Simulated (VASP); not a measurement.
## Na: relaxation of cell and atoms with PBEsol

The system is Na.

```
Na
1.0
    -2.11750    2.11750    2.11750
     2.11750   -2.11750    2.11750
     2.11750    2.11750   -2.11750
Na
1
Direct
  0.00000 0.00000 0.00000
```

```yaml
Program: VASP 6.6.1
Task: relaxation of cell and atoms
Functional: PBEsol
Potentials_or_basis: VASP PAW PBE potentials, release 64 (Na_pv)
Cutoff: 300 eV
k_mesh: 14 × 14 × 14
Occupations: gaussian, width 0.1 eV
Spin: no spin polarisation
Further_INCAR_settings: ALGO = Fast; EDIFF = 1e-07; IBRION = 2; EDIFFG = -0.005; NSW = 90; ISIF = 3
```

| Property | Result |
| --- | --- |
| Relaxed volume | 36.33 Å³/atom |
| Relaxed cell | a = 3.614 Å, b = 3.614 Å, c = 3.614 Å, α = 109.47°, β = 109.47°, γ = 109.47° |
| Space group after relaxing (to 0.05 Å) | Im-3m (No. 229) |
| Energy gained by relaxing | 1.9 meV/atom |
| Ionic steps | 3 |
| Pressure after relaxing | 0.0 GPa |
| Band gap on the k mesh | none (metal or under the smearing width) |

The path:
| step | energy change (eV) | largest force (eV/Å) | pressure (GPa) | volume (Å³) |
| --- | --- | --- | --- | --- |
| 1 | 0.0000 | 0.0000 | -0.32 | 37.98 |
| 2 | -0.0008 | 0.0000 | -0.28 | 37.56 |
| 3 | -0.0019 | 0.0000 | 0.01 | 36.33 |

Final structure:
```yaml
crystal:
  lattice:
    - [-2.08651, 2.08651, 2.08651]
    - [2.08651, -2.08651, 2.08651]
    - [2.08651, 2.08651, -2.08651]
  atoms:
    - { symbol: Na, position: [0.00000, 0.00000, 0.00000] }
```

Levels at points of the mesh, in eV from the Fermi level:
```tsv
k point	band 1	band 2	band 3	band 4	band 5	band 6
(0.00, 0.00, 0.00)	-24.73	-24.73	-24.73	-3.29	11.89	11.89
(0.50, 0.00, 0.00)	-24.77	-24.74	-24.73	0.78	1.27	8.31
(0.50, 0.50, 0.50)	-24.76	-24.76	-24.76	4.57	4.57	4.98
```

Wall time 15 s on 1 thread of Intel(R) Xeon(R) Platinum 8375C CPU @ 2.90GHz (Ice Lake), on a shared host, peak memory 0.13 GiB.

Caveat: the cutoff is under 1.25 times the usual one of these potentials, so pressure, stress and relaxed cells hold a basis-set (Pulay) error; the PAW data sets were made with another functional, which shifts forces and pressure a little.
